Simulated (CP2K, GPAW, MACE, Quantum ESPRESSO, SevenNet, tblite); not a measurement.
# tblite runs on hcp Mg, size series (36 atoms)

Wanted: tblite inputs and outputs for hcp Mg, size series (36 atoms), checked against a plane-wave reference.

Main program and level: tblite 0.8.0; the method is named at each step.

## 1. Starting point

The cell holds 36 atoms: 36 Mg. Its edges and angles: a = 9.627 Å, b = 9.627 Å, c = 10.422 Å, α = 90.0°, β = 90.0°, γ = 120.0°. It derives from Mg (hcp), repeated 3×3×2. Hcp Mg (a = 3.209 Å, c = 5.211 Å), 3 x 3 x 2 conventional cells; every coordinate displaced by a Gaussian of 0.03 Å. Then every atom was moved at random, 0.05 Å r.m.s. a Cartesian component.

The yardstick, on the same geometry:

```
method                 : Kohn-Sham DFT, PBE, SSSP efficiency 1.3.0 pseudopotentials, plane waves (Quantum ESPRESSO 7.5); sssp-pbe-1.3.0-efficiency, cutoffs 45/360 Ry, Γ point
r.m.s. force component : 0.1009 eV/Å
longest force          : 0.3265 eV/Å
pressure               : 0.283 GPa
time                   : 39 s on 4 MPI ranks of Intel Xeon Platinum 8375C at 2.90GHz (Ice Lake), shared host
CPU time               : 2.6 min
```

## 2. GFN1-xTB

Method: GFN1-xTB tight binding, diagonalisation.

run.py reads:

```python
import numpy as np
from ase.io import read
from tblite.ase import TBLite

atoms = read("structure.xyz")
atoms.calc = TBLite(method="GFN1-xTB", electronic_temperature=580, accuracy=1.0, max_iterations=250, mixer_damping=0.1, verbosity=1)
energy = atoms.get_potential_energy()
forces = atoms.get_forces()
print(f"energy {energy:.6f} eV")
print("forces (eV/A)")
for i, (a, f) in enumerate(zip(atoms, forces)):
    print(f"{i:4d} {a.symbol:2s} {f[0]:10.5f} {f[1]:10.5f} {f[2]:10.5f}")
stress = -atoms.get_stress(voigt=False) * 160.21766
print("stress (GPa, compression positive)")
for row in stress:
    print(" ".join(f"{x:10.4f}" for x in row))
print("charges (e)")
print(np.array2string(atoms.get_charges(), precision=4, suppress_small=True, max_line_width=110, threshold=100000))
```

structure.xyz reads:

```xyz
36
Lattice="9.62700 0.00000 0.00000 -4.81350 8.33723 0.00000 0.00000 0.00000 10.42200" Properties=species:S:1:pos:R:3 pbc="T T T"
Mg 4.86279 8.23268 10.41137
Mg -0.03446 1.83586 2.53453
Mg 0.03172 0.10963 5.08469
Mg -0.03427 1.77633 7.87570
Mg -1.54561 2.78347 0.00334
Mg -1.65493 4.59807 2.59080
Mg -1.59226 2.77021 5.15837
Mg -1.57604 4.56497 7.81806
Mg -3.18211 5.61462 10.42012
Mg -3.30524 7.42447 2.63531
Mg -3.12199 5.48798 5.24414
Mg -3.25508 7.40079 7.82796
Mg 3.27434 0.03618 10.35759
Mg 3.13243 1.82802 2.57767
Mg 3.22967 0.00600 5.18161
Mg 3.18841 1.86512 7.83411
Mg 1.61767 2.83307 0.08650
Mg 1.61498 4.67493 2.58518
Mg 1.64463 2.73386 5.23362
Mg 1.61310 4.60015 7.73041
Mg 0.00284 5.63238 10.41981
Mg 0.18142 7.34418 2.63739
Mg -0.02955 5.54743 5.23580
Mg 0.03480 7.39471 7.87987
Mg 6.41784 0.05052 0.05993
Mg 6.35286 1.86020 2.60342
Mg 1.62985 8.30305 5.30032
Mg 6.34044 1.90389 7.83734
Mg 4.79757 2.78589 0.01397
Mg 4.77899 4.70645 2.70607
Mg 4.79232 2.83599 5.19287
Mg 4.96484 4.64200 7.76001
Mg 3.27265 5.62054 0.08223
Mg 3.33542 7.37887 2.60196
Mg 3.18047 5.61846 5.25821
Mg 3.21643 7.38037 7.81817
```

Run with:

```sh
$ OMP_NUM_THREADS=1 python run.py > output.txt
```

Log:

```text
------------------------------------------------------------
  cycle        total energy    energy error   density error
------------------------------------------------------------
      1     -26.12736916790  -2.5910616E+01   4.2515466E-01
      2     -26.12740468425  -3.5516356E-05   3.8241346E-01
      3     -26.12732794219   7.6742064E-05   3.3918281E-03
      4     -26.12741210656  -8.4164375E-05   2.0360648E-03
      5     -26.12745422401  -4.2117450E-05   2.9123010E-04
      6     -26.12745495263  -7.2861338E-07   3.8230749E-05
      7     -26.12745496091  -8.2794180E-09   2.1572514E-05
      8     -26.12745496511  -4.2037733E-09   4.1261428E-06
------------------------------------------------------------
 total:                                   0.876 sec
energy -710.964263 eV
forces (eV/A)
   0 Mg   -0.04390    0.38659   -0.05350
   1 Mg    0.03487    0.07724    0.07062
   2 Mg   -0.04847   -0.20848    0.28639
   3 Mg    0.07976    0.12798   -0.23515
   4 Mg   -0.13745    0.02596   -0.09756
   5 Mg    0.10908    0.05900   -0.06437
   6 Mg    0.01461   -0.01477    0.07311
   7 Mg    0.04263    0.05634    0.02191
   8 Mg    0.12975   -0.15393    0.03704
   9 Mg    0.41312   -0.05220   -0.16888
  10 Mg   -0.10059    0.28139    0.02145
  11 Mg    0.17238    0.02235   -0.22903
  12 Mg   -0.12576   -0.06953    0.24186
  13 Mg    0.17960   -0.02724    0.06420
  14 Mg    0.09060   -0.07611    0.06953
  15 Mg    0.01461   -0.03492   -0.02192
  16 Mg   -0.02185   -0.03393   -0.34167
  17 Mg   -0.05170   -0.13476    0.17594
  18 Mg   -0.13786    0.16776   -0.02426
  19 Mg    0.00891    0.00488    0.33889
  20 Mg    0.02867   -0.14927    0.02351
  21 Mg   -0.37531    0.15830    0.07587
  22 Mg    0.06986   -0.02658   -0.11413
  23 Mg   -0.07302    0.03520   -0.11329
[...]
28 Mg    0.04899    0.14769    0.04665
  29 Mg    0.06687   -0.23806   -0.13920
  30 Mg   -0.00144   -0.16401    0.02447
  31 Mg   -0.36097   -0.00847    0.25616
  32 Mg   -0.14894   -0.21288   -0.23166
  33 Mg   -0.36597    0.15387    0.06229
  34 Mg    0.12099   -0.11929   -0.07678
  35 Mg   -0.03881    0.04320    0.12037
stress (GPa, compression positive)
   21.6531    -0.1644    -0.0089
   -0.1644    22.1085    -0.0068
   -0.0089    -0.0068    36.9123
charges (e)
[ 0.0024  0.0032  0.0014 -0.0004 -0.0014  0.001  -0.0004  0.0018 -0.0001  0.0002  0.0011  0.0006  0.
 -0.0021 -0.0031 -0.0002 -0.0014  0.0009 -0.0002 -0.0022 -0.0013 -0.0017 -0.0003  0.0007  0.0011 -0.0016
 -0.0005 -0.0011  0.0003 -0.0003  0.0005 -0.0006  0.      0.0032  0.0015 -0.0011]
```

The job ended after 1.4 s (1 thread of Intel Xeon Platinum 8375C at 2.90GHz (Ice Lake), shared host; peak memory 0.09 GiB).

Banners, paths, timers and routine set-up lines are dropped from the logs unmarked, and long logs keep their key lines alone; longer cuts are marked.

Numbers from this run, and their distance from the reference:

```yaml
r_m_s_force_component: 0.1481 eV/Å
r_m_s_difference_of_force_components: 83.92 meV/Å
longest_difference_of_force_vectors: 251.4 meV/Å
force_difference_over_r_m_s_force: 83.17 %
slope_of_forces_against_the_reference_s: 1.231
correlation_of_force_components: 0.8388
pressure: 26.89 GPa
pressure_difference: 26.61 GPa
```

Local excerpt of 13 atoms (numbers count through the whole input) about Mg19, picked at random; x, y, z are measured from there.

| atom | x | y | z | distance (Å) | bonds | Mulliken charge (e) | Fx | Fy | Fz (eV/Å) |
| --- | --- | --- | --- | --- | --- | --- | --- | --- | --- |
| Mg19 | 0.00 | 0.00 | 0.00 | 0.00 | 12 | 0.00 | -0.138 | 0.168 | -0.024 |
| Mg3 | -1.61 | -2.62 | -0.15 | 3.08 | 12 | 0.00 | -0.048 | -0.208 | 0.286 |
| Mg20 | -0.03 | 1.87 | 2.50 | 3.12 | 12 | 0.00 | 0.009 | 0.005 | 0.339 |
| Mg16 | 1.54 | -0.87 | 2.60 | 3.15 | 12 | 0.00 | 0.015 | -0.035 | -0.022 |
| Mg31 | 3.15 | 0.10 | -0.04 | 3.15 | 12 | 0.00 | -0.001 | -0.164 | 0.024 |
| Mg15 | 1.59 | -2.73 | -0.05 | 3.16 | 12 | 0.00 | 0.091 | -0.076 | 0.070 |
| Mg14 | 1.49 | -0.91 | -2.66 | 3.18 | 12 | 0.00 | 0.180 | -0.027 | 0.064 |
| Mg7 | -3.24 | 0.04 | -0.08 | 3.24 | 12 | 0.00 | 0.015 | -0.015 | 0.073 |
| Mg35 | 1.54 | 2.88 | 0.02 | 3.27 | 12 | 0.00 | 0.121 | -0.119 | -0.077 |
| Mg4 | -1.68 | -0.96 | 2.64 | 3.27 | 12 | 0.00 | 0.080 | 0.128 | -0.235 |
| Mg23 | -1.67 | 2.81 | 0.00 | 3.27 | 12 | 0.00 | 0.070 | -0.027 | -0.114 |
| Mg18 | -0.03 | 1.94 | -2.65 | 3.28 | 12 | 0.00 | -0.052 | -0.135 | 0.176 |
| Mg2 | -1.68 | -0.90 | -2.70 | 3.30 | 12 | 0.00 | 0.035 | 0.077 | 0.071 |

Atoms are counted from 1 here, from 0 in the log.

Forces lie 83 % from the reference's, at 0.0087 times its CPU time (on 1 against 4 cores).

## 3. Results

| Property | Result |
| --- | --- |
| force difference from the reference | tblite GFN1-xTB, 83 % |
| its CPU time | 1.4 s |

Tight binding differs by 83 % (tblite GFN1-xTB); it is another model, with fitted parameters of its own, and the xTB methods hold dispersion. One electronic-structure run takes under half the reference's CPU time: tblite GFN1-xTB, at 83 % in 1.4 s against 2.6 min, too far off to be of use; its pressure misses by +26.6 GPa. Periodic xTB results under one method name differ between programs and library versions. The reference's pressure holds the uncorrected Pulay stress of its 45 Ry basis, so small pressure differences, and their order, may be the reference's own error. The reference's stress is far from hydrostatic: its diagonal is 1.3, 1.6, -2.1 GPa, compression counted positive. The electronic-structure runs sample only Γ, in a cell whose shortest periodic width is 8 Å, which is coarse for a cell with partly filled levels.

[Also dropped from logs without a mark: logging warnings of Python, and SIESTA's first energy breakdown and zero terms.]

[Logs are printed without paths, hosts, clocks, repeated set-up lines and the standing remarks that a program may print on its own settings, such as how far it seeks lower states.]

[Hosts, paths, dates, database ids (printed as entryN), source tags and the programs' standing remarks are cut or masked in the printed files.]
